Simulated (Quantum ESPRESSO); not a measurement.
# TaS2 in Quantum ESPRESSO: a series of runs, part 2 of 2

Quantum ESPRESSO 7.5. The steps go on from the part before.

## 4. Work function, PBE

File pw.in:

```
&CONTROL
  calculation = 'scf'
  prefix = 'pwscf'
  outdir = './tmp'
  pseudo_dir = './pseudo'
  tprnfor = .true.
  disk_io = 'low'
/
&SYSTEM
  ibrav = 0
  celldm(1) = 8
  nat = 6
  ntyp = 2
  ecutwfc = 58
  nbnd = 34
  occupations = 'smearing'
  smearing = 'gaussian'
  degauss = 0.02204959
/
&ELECTRONS
  conv_thr = 6d-09
  electron_maxstep = 150
  mixing_beta = 0.3
  mixing_mode = 'local-TF'
/
ATOMIC_SPECIES
S     32.0600 S.upf
Ta   180.9479 Ta.upf
CELL_PARAMETERS alat
  0.7753392550385   0.0000000000000   0.0000000000000
  0.3851462736707   0.6729140422679   0.0000000000000
  0.0000000000000   0.0000000000000   7.2253678375066
ATOMIC_POSITIONS crystal
S      0.2380000000    0.2380000000    0.2451941938
Ta     0.5800000000    0.5800000000    0.3161043546
S      0.2380000000    0.2380000000    0.3870145155
S      0.7380000000    0.7380000000    0.6129854845
Ta     0.0800000000    0.0800000000    0.6838956454
S      0.7380000000    0.7380000000    0.7548058062
K_POINTS automatic
9 9 1 0 0 0
```

File pp_density.in:

```
&INPUTPP
  prefix = 'pwscf'
  outdir = './tmp'
  filplot = 'density.dat'
  plot_num = 0
/
&PLOT
  nfile = 1
  filepp(1) = 'density.dat'
  iflag = 3
  output_format = 6
  fileout = 'density.cube'
/
```

File pp_potential.in:

```
&INPUTPP
  prefix = 'pwscf'
  outdir = './tmp'
  filplot = 'potential.dat'
  plot_num = 11
/
&PLOT
  nfile = 1
  filepp(1) = 'potential.dat'
  iflag = 3
  output_format = 6
  fileout = 'potential.cube'
/
```

File pp_elf.in:

```
&INPUTPP
  prefix = 'pwscf'
  outdir = './tmp'
  filplot = 'elf.dat'
  plot_num = 8
/
&PLOT
  nfile = 1
  filepp(1) = 'elf.dat'
  iflag = 3
  output_format = 6
  fileout = 'elf.cube'
/
```

Potentials or basis: PseudoDojo 0.4.1 SR PBE standard.

Run with:

```
OMP_NUM_THREADS=1 mpirun -n 2 pw.x -nk 2 -in pw.in > pw.out
OMP_NUM_THREADS=1 mpirun -n 1 pp.x -in pp_density.in > pp_density.out
OMP_NUM_THREADS=1 mpirun -n 1 pp.x -in pp_potential.in > pp_potential.out
OMP_NUM_THREADS=1 mpirun -n 1 pp.x -in pp_elf.in > pp_elf.out
```

pw.out:

```text
This program is part of the open-source Quantum ESPRESSO suite
     for quantum simulation of materials; please cite
         "P. Giannozzi et al., J. Phys.:Condens. Matter 21 395502 (2009);
         "P. Giannozzi et al., J. Phys.:Condens. Matter 29 465901 (2017);
         "P. Giannozzi et al., J. Chem. Phys. 152 154105 (2020);
     in publications or presentations arising from this work. More details at

     Message from routine setup:
     using ibrav=0 with symmetry is DISCOURAGED, use correct ibrav instead

     K-points division:     npool     =       2
     Subspace diagonalization in iterative solution of the eigenvalue problem:
     a serial algorithm will be used

     G-vector sticks info
     --------------------
     sticks:   dense  smooth     PW     G-vecs:    dense   smooth      PW
     Sum         613     613    199               114893   114893   20267

     Using Slab Decomposition

     bravais-lattice index     =            0
     lattice parameter (alat)  =       8.0000  a.u.
     unit-cell volume          =    1930.1066 (a.u.)^3
     number of atoms/cell      =            6
     number of atomic types    =            2
     number of electrons       =        50.00
     number of Kohn-Sham states=           34
     kinetic-energy cutoff     =      58.0000  Ry
     charge density cutoff     =     232.0000  Ry
     scf convergence threshold =      6.0E-09
     mixing beta               =       0.3000
     number of iterations used =            8  local-TF  mixing
     Exchange-correlation= PBE
                           (   1   4   3   4   0   0   0)

     celldm(1)=   8.000000  celldm(2)=   0.000000  celldm(3)=   0.000000
     celldm(4)=   0.000000  celldm(5)=   0.000000  celldm(6)=   0.000000

     crystal axes: (cart. coord. in units of alat)
               a(1) = (   0.775339   0.000000   0.000000 )
               a(2) = (   0.385146   0.672914   0.000000 )
               a(3) = (   0.000000   0.000000   7.225368 )

     reciprocal axes: (cart. coord. in units 2 pi/alat)
               b(1) = (  1.289758 -0.738201  0.000000 )
               b(2) = (  0.000000  1.486074  0.000000 )
               b(3) = (  0.000000  0.000000  0.138401 )

     PseudoPot. # 1 for S  read from file:
     S.upf
     Pseudo is Norm-conserving + core correction, Zval =  6.0
     Generated using ONCVPSP code by D. R. Hamann
     Using radial grid of 1146 points,  6 beta functions with:
                l(1) =   0
                l(2) =   0
                l(3) =   1
                l(4) =   1
                l(5) =   2
                l(6) =   2

     PseudoPot. # 2 for Ta read from file:
     Ta.upf
     Pseudo is Norm-conserving + core correction, Zval = 13.0
     Generated using ONCVPSP code by D. R. Hamann
     Using radial grid of 1450 points,  8 beta functions with:
                l(1) =   0
                l(2) =   0
                l(3) =   1
                l(4) =   1
                l(5) =   2
                l(6) =   2
                l(7) =   3
                l(8) =   3

     atomic species   valence    mass     pseudopotential
     S                 6.00    32.06000     S ( 1.00)
     Ta               13.00   180.94790     Ta( 1.00)

      2 Sym. Ops. (no inversion) found ( 1 have fractional translation)

   Cartesian axes

     site n.     atom                  positions (alat units)
         1        S      tau(   1) = (   0.2761956   0.1601535   1.7716182  )
         2        Ta     tau(   2) = (   0.6730816   0.3902901   2.2839702  )
         3        S      tau(   3) = (   0.2761956   0.1601535   2.7963222  )
         4        S      tau(   4) = (   0.8564383   0.4966106   4.4290456  )
         5        Ta     tau(   5) = (   0.0928388   0.0538331   4.9413976  )
         6        S      tau(   6) = (   0.8564383   0.4966106   5.4537496  )

     number of k points=    41  Gaussian smearing, width (Ry)=  0.0220
                       cart. coord. in units 2pi/alat
        k(    1) = (   0.0000000   0.0000000   0.0000000), wk =   0.0246914
        k(    2) = (   0.0000000   0.1651193   0.0000000), wk =   0.0493827
        k(    3) = (   0.0000000   0.3302386   0.0000000), wk =   0.0493827
        k(    4) = (   0.0000000   0.4953580   0.0000000), wk =   0.0493827
        k(    5) = (   0.0000000   0.6604773   0.0000000), wk =   0.0493827
        k(    6) = (   0.1433064  -0.0820223   0.0000000), wk =   0.0493827
[... 33 lines left out ...]
        k(   40) = (   0.5732258  -0.6583278   0.0000000), wk =   0.0493827
        k(   41) = (   0.5732258  -0.4932084   0.0000000), wk =   0.0493827

     Dense  grid:   114893 G-vectors     FFT dimensions: (  32,  32, 288)

     Initial potential from superposition of free atoms

     starting charge      49.9980, renormalised to      50.0000

     negative rho (up, down):  3.289E-05 0.000E+00
     Starting wfcs are   36 randomized atomic wfcs

     Self-consistent Calculation

     iteration #  1     ecut=    58.00 Ry     beta= 0.30
     Davidson diagonalization with overlap
     ethr =  1.00E-02,  avg # of iterations =  2.1

     negative rho (up, down):  3.886E-07 0.000E+00
[... 139 lines left out ...]
     iteration # 19     ecut=    58.00 Ry     beta= 0.30
     Davidson diagonalization with overlap
     ethr =  1.31E-11,  avg # of iterations =  2.0

     End of self-consistent calculation

          k = 0.0000 0.0000 0.0000 ( 14439 PWs)   bands (ev):

   -68.2405 -68.2405 -34.5751 -34.5751 -34.3942 -34.3942 -34.3939 -34.3939
   -12.2928 -12.2928 -11.9315 -11.9314  -4.8669  -4.8660  -2.0465  -2.0400
    -0.4855  -0.4786   0.2432   0.2432   0.2547   0.2547   0.9319   0.9319
     1.1136   1.1136   2.3523   2.3523   2.4500   2.4501   3.2827   3.2827
     3.4409   3.4409
[... 315 lines left out ...]
   -68.2257 -68.2257 -34.6583 -34.6583 -34.5340 -34.5340 -34.4815 -34.4815
   -10.7338 -10.7338 -10.7104 -10.7104  -3.8715  -3.8715  -3.2825  -3.2825
    -2.3261  -2.3261  -1.7949  -1.7949  -0.8465  -0.8465  -0.6439  -0.6438
     0.2623   0.2623   3.0247   3.0248   3.1171   3.1172   3.6933   3.6937
     3.7527   3.7528

     the Fermi energy is     0.5069 ev

!    total energy              =    -348.67738392 Ry
     estimated scf accuracy    <          5.1E-11 Ry
     smearing contrib. (-TS)   =      -0.02566869 Ry
     internal energy E=F+TS    =    -348.65171523 Ry

     The total energy is F=E-TS. E is the sum of the following terms:
     one-electron contribution =   -1471.85198633 Ry
     hartree contribution      =     737.52485557 Ry
     xc contribution           =     -83.33989977 Ry
     ewald contribution        =     469.01531530 Ry

     convergence has been achieved in  19 iterations

     Forces acting on atoms (cartesian axes, Ry/au):

     atom    1 type  1   force =     0.00021779    0.00012628    0.14993439
     atom    2 type  2   force =    -0.00043570   -0.00025261    0.00000150
     atom    3 type  1   force =     0.00021791    0.00012633   -0.14992117
     atom    4 type  1   force =     0.00021791    0.00012633    0.14992117
     atom    5 type  2   force =    -0.00043570   -0.00025261   -0.00000150
     atom    6 type  1   force =     0.00021779    0.00012628   -0.14993439

     Total force =     0.299857     Total SCF correction =     0.000019

=------------------------------------------------------------------------------=
   JOB DONE.
=------------------------------------------------------------------------------=
```

pp_density.out:

```text
This program is part of the open-source Quantum ESPRESSO suite
     for quantum simulation of materials; please cite
         "P. Giannozzi et al., J. Phys.:Condens. Matter 21 395502 (2009);
         "P. Giannozzi et al., J. Phys.:Condens. Matter 29 465901 (2017);
         "P. Giannozzi et al., J. Chem. Phys. 152 154105 (2020);
     in publications or presentations arising from this work. More details at

     IMPORTANT: XC functional enforced from input :
     Exchange-correlation= PBE
                           (   1   4   3   4   0   0   0)
     Any further DFT definition will be discarded
     Please, verify this is what you really want

     G-vector sticks info
     --------------------
     sticks:   dense  smooth     PW     G-vecs:    dense   smooth      PW
     Sum         613     613    199               114893   114893   20267

     Using Slab Decomposition

     Calling punch_plot, plot_num =   0
     Writing data to file  density.dat
     Reading data from file  density.dat

     Writing data to be plotted to file density.cube
     Plot Type: 3D                     Output format: Gaussian cube

=------------------------------------------------------------------------------=
   JOB DONE.
=------------------------------------------------------------------------------=
```

Wall time 4.4 min (2 MPI ranks of Arm Neoverse V2, shared host); peak memory 0.74 GiB.

The run converged, but some of its settings lie outside the range that counts as converged, so its numbers aren't taken as properties of the slab.

Results:

```
Free energy                     : -4743.9975 eV
Largest force                   : 3.855 eV/Å
Band gap on the k mesh          : none (metal or under the smearing width)
Work function of the upper face : 5.85 eV
Work function of the lower face : 5.85 eV
```
